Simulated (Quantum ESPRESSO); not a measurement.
Crystal: Ba.

```
CELL_PARAMETERS angstrom
-2.50650 2.50650 2.50650
2.50650 -2.50650 2.50650
2.50650 2.50650 -2.50650
ATOMIC_POSITIONS crystal
Ba 0.00000 0.00000 0.00000
```

Base run:

- Program: Quantum ESPRESSO 7.5
- Functional: TASK
- Potentials or basis: SG15 PBE 1.2
- Cutoff: 599 eV
- Density cutoff: 2395 eV
- k mesh: 6 × 6 × 6
- Occupations: fermi-dirac, width 0.05 eV
- Spin: no spin polarisation

Its results: band gap on the k mesh none (metal or under the smearing width); pressure 2.6 GPa.

Q: The run is repeated on the same cell with these changes: functional from TASK to SCAN. What comes out?

A: Band gap on the k mesh none (metal or under the smearing width); pressure 0.2 GPa.

Caveats: the potentials were made for another functional, which shifts forces and pressure; spin-orbit coupling is left out, which moves the levels of the heavy elements; some levels on the path didn't converge (some runs).
